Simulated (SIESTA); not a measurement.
Worked example: self-consistent single point of ZrO2 (P4_2/nmc, 6 atoms in the cell) in SIESTA

Method: GGA PBE, numerical atomic orbitals DZP, PseudoDojo PBE standard norm-conserving potentials (rewritten from UPF to PSML) (SIESTA).

Input:

```
# files in the folder: Zr.psml O.psml (PseudoDojo PBE standard)
SystemName  ZrO2
SystemLabel ZrO2

NumberOfAtoms                6
NumberOfSpecies              2
%block ChemicalSpeciesLabel
  1 40 Zr
  2 8 O
%endblock ChemicalSpeciesLabel
LatticeConstant              1.0 Ang
%block LatticeVectors
     3.563448000    0.000000000    0.000000000
     0.000000000    3.563448000    0.000000000
     0.000000000    0.000000000    5.171863000
%endblock LatticeVectors
AtomicCoordinatesFormat      Ang
%block AtomicCoordinatesAndAtomicSpecies
     0.000000000    0.000000000    0.000000000  1
     1.781724000    1.781724000    2.585931500  1
     0.000000000    1.781724000    1.560713098  2
     0.000000000    1.781724000    4.146644598  2
     1.781724000    0.000000000    1.025218402  2
     1.781724000    0.000000000    3.611149902  2
%endblock AtomicCoordinatesAndAtomicSpecies

XC.functional                GGA
XC.authors                   PBE
PAO.BasisSize                DZP
PAO.EnergyShift              0.01 Ry
MeshCutoff                   400 Ry
%block kgrid.MonkhorstPack
    9   0   0  0.0
    0   9   0  0.0
    0   0   7  0.0
%endblock kgrid.MonkhorstPack
OccupationFunction           FD
ElectronicTemperature        10 K

MaxSCFIterations             150
SCF.Mixer.Method             Pulay
SCF.Mixer.Weight             0.25
SCF.Mixer.History            6
SCF.DM.Tolerance             1.0E-05
Diag.ParallelOverK           true
WriteForces                  true
```

The program printed (abridged):

```
reinit: Reading from file input.fdf

reinit: System Name: ZrO2
reinit: System Label: ZrO2

coor:   Atomic-coordinates input format  =     Cartesian coordinates
coor:                                          (in Angstroms)

siesta: Atomic coordinates (Bohr) and species
siesta:      0.00000   0.00000   0.00000  1        1
siesta:      3.36697   3.36697   4.88670  1        2
siesta:      0.00000   3.36697   2.94932  2        3
siesta:      0.00000   3.36697   7.83602  2        4
siesta:      3.36697   0.00000   1.93738  2        5
siesta:      3.36697   0.00000   6.82408  2        6

siesta: System type = bulk

initatomlists: Number of atoms, orbitals, and projectors:      6    90    88

siesta: ******************** Simulation parameters ****************************
redata: Spin configuration                          = none
redata: Time-Reversal Symmetry                      = T
redata: Number of Atomic Species                    =        2
redata: Mesh Cutoff                                 =   400.0000 Ry
redata: Net charge of the system                    =     0.0000 |e|
redata: Min. number of SCF Iter                     =        0
redata: Max. number of SCF Iter                     =      150
redata: SCF convergence failure will abort job
redata: SCF mix quantity                            = Hamiltonian
redata: Mix DM or H after convergence               =   F
redata: Recompute H after scf cycle                 =   F
redata: Mix DM in first SCF step                    =   T
redata: No kicks to SCF
redata: DM Mixing Weight for Kicks                  =     0.5000
redata: Require Harris convergence for SCF          =   F
redata: Harris energy tolerance for SCF             =     0.000100 eV
redata: Require DM convergence for SCF              =   T
redata: DM tolerance for SCF                        =     0.000010
redata: Require EDM convergence for SCF             =   F
redata: EDM tolerance for SCF                       =     0.001000 eV
redata: Require H convergence for SCF               =   T
redata: Hamiltonian tolerance for SCF               =     0.001000 eV
redata: Require (free) Energy convergence for SCF   =   F
redata: (free) Energy tolerance for SCF             =     0.000100 eV
redata: Using DFT-D3 dispersion                     =   F
redata: Using Saved Data (generic)                  =   F
redata: Method of Calculation                       = Diagonalization
redata: Electronic Temperature                      =    10.0000 K
redata: Number of TDED substeps                     =        3
redata: Dynamics option                             = Single-point calculation
redata: Save all siesta data in one NC              =   F
redata: ***********************************************************************

%block SCF.Mixers
  Pulay
%endblock SCF.Mixers

%block SCF.Mixer.Pulay
  # Mixing method
  method pulay
  variant stable

  # Mixing options
  weight 0.2500
  weight.linear 0.2500
  history 6
%endblock SCF.Mixer.Pulay

DM_history_depth set to one: no extrapolation allowed by default for geometry relaxation
Size of DM history Fstack: 1
Total number of electrons:    48.000000
Total ionic charge:    48.000000

* ProcessorY, Blocksize:    1  64

* Orbital distribution balance (max,min):    90    90

 Kpoints in:          315 . Kpoints trimmed:          284

siesta: k-grid: Number of k-points = 284
siesta: k-points from Monkhorst-Pack grid
siesta: k-cutoff (effective) =    16.036 Ang
siesta: k-point supercell and displacements
siesta: k-grid:     9     0     0      0.000
siesta: k-grid:     0     9     0      0.000
siesta: k-grid:     0     0     7      0.000

diag: Algorithm                                     = D&C
diag: Parallel over k                               =   F
diag: Use parallel 2D distribution                  =   F
diag: Parallel block-size                           = 64
diag: Parallel distribution                         =     1 x     1
diag: Used triangular part                          = Lower
diag: Absolute tolerance                            =  0.100E-15
diag: Orthogonalization factor                      =  0.100E-05
diag: Memory factor                                 =  1.0000

superc: Internal auxiliary supercell:     5 x     5 x     5  =     125
superc: Number of atoms, orbitals, and projectors:    750  11250  11000

                        Single-point calculation

superc: Internal auxiliary supercell:     5 x     5 x     5  =     125
superc: Number of atoms, orbitals, and projectors:    750  11250  11000

outcell: Unit cell vectors (Ang):
        3.563448    0.000000    0.000000
        0.000000    3.563448    0.000000
        0.000000    0.000000    5.171863

outcell: Cell vector modules (Ang)   :    3.563448    3.563448    5.171863
outcell: Cell angles (23,13,12) (deg):     90.0000     90.0000     90.0000
outcell: Cell volume (Ang**3)        :     65.6732
new_DM -- step:     1
Initializing Density Matrix...

Attempting to read DM from file... Failed...
DM filled with atomic data:

InitMesh: MESH = 48 x 48 x 64 = 147456
InitMesh: Mesh cutoff (required, used) =   400.000   423.222 Ry

stepf: Fermi-Dirac step function

        iscf     Eharris(eV)        E_KS(eV)     FreeEng(eV)     dDmax    Ef(eV) dHmax(eV)
   scf:    1    -4527.772656    -4552.882176    -4552.882176  1.827031 -4.011162  8.734209
   scf:    2    -4568.578251    -4562.630818    -4562.630818  0.150989 -5.731463  2.788258
   scf:    3    -4563.627407    -4563.467240    -4563.467240  0.070452 -6.640777  0.508885
   scf:    4    -4563.448783    -4563.482458    -4563.482458  0.036473 -6.858598  0.408022
   scf:    5    -4563.434410    -4563.488508    -4563.488508  0.021112 -3.742559  0.338681
   scf:    6    -4563.511707    -4563.507515    -4563.507515  0.012843 -7.004622  0.021276
   scf:    7    -4563.507603    -4563.507571    -4563.507571  0.000541 -7.012763  0.004227
   scf:    8    -4563.507571    -4563.507573    -4563.507573  0.000216 -7.014985  0.002306
   scf:    9    -4563.507574    -4563.507574    -4563.507574  0.000075 -7.014004  0.000020
   scf:   10    -4563.507574    -4563.507574    -4563.507574  0.000001 -7.014020  0.000007

SCF Convergence by DM+H criterion
max |DM_out - DM_in|         :     0.0000011284
max |H_out - H_in|      (eV) :     0.0000071650
SCF cycle converged after 10 iterations

Using DM_out to compute the final energy and forces

siesta: E_KS(eV) =            -4563.5076

siesta: E_KS - E_eggbox =     -4563.5076

siesta: Atomic forces (eV/Ang):
     1    0.000000    0.000000    0.000000
     2    0.000000    0.000000   -0.000000
     3   -0.000000   -0.000000   -0.525687
     4   -0.000000   -0.000000   -0.525687
     5    0.000000    0.000000    0.525687
     6    0.000000    0.000000    0.525687
   Tot    0.000000    0.000000   -0.000000
   Max    0.525687
   Res    0.247811    sqrt( Sum f_i^2 / 3N )
   Max    0.525687    constrained

Stress tensor Voigt[x,y,z,yz,xz,xy] (kbar):     -149.40     -149.40     -119.87       -0.00       -0.00       -0.00
(Free)E + p*V (eV/cell)    -4557.7872
Target enthalpy (eV/cell)    -4563.5076

siesta: Program's energy decomposition (eV):
siesta: Ebs     =     -1029.388729
siesta: Eions   =      6865.597094
siesta: Ena     =      1271.558048
siesta: Ekin    =      2004.674019
siesta: Enl     =         2.781722
siesta: Eso     =         0.000000
siesta: Edftu   =         0.000000
siesta: DEna    =        26.311426
siesta: DUscf   =         2.988751
siesta: DUext   =         0.000000
siesta: Ex      =      -937.441151
siesta: Ec      =       -68.783294
siesta: Exc     =     -1006.224445
siesta: Eharris =     -4563.507574
siesta: Etot    =     -4563.507574
siesta: FreeEng =     -4563.507574

siesta: Atomic forces (eV/Ang):
siesta:      1    0.000000    0.000000    0.000000
siesta:      2    0.000000    0.000000   -0.000000
siesta:      3   -0.000000   -0.000000   -0.525687
siesta:      4   -0.000000   -0.000000   -0.525687
siesta:      5    0.000000    0.000000    0.525687
siesta:      6    0.000000    0.000000    0.525687
siesta: ----------------------------------------
siesta:    Tot    0.000000    0.000000   -0.000000

siesta: Stress tensor (static) (eV/Ang**3):
siesta:    -0.093247   -0.000000   -0.000000
siesta:    -0.000000   -0.093247   -0.000000
siesta:    -0.000000   -0.000000   -0.074817

siesta: Cell volume =         65.673152 Ang**3

siesta: Pressure (static):
siesta:                Solid            Molecule  Units
siesta:           0.00094868          0.00097981  Ry/Bohr**3
siesta:           0.08710400          0.08996161  eV/Ang**3
siesta:         139.55599678        144.13439587  kBar
```

The run converged in 10 iterations.

The starting cell comes from a database of computed structures (which also holds hypothetical and non-ambient phases and stackings), without a prior relaxation at this level. Its lattice was rescaled by a random factor within 2.5 % of one. Values carry the incompleteness of an atom-centred basis. With a pressure of about 14 GPa the cell is away from its equilibrium volume at this level.

Cost on one core of a shared machine: roughly 2 min.
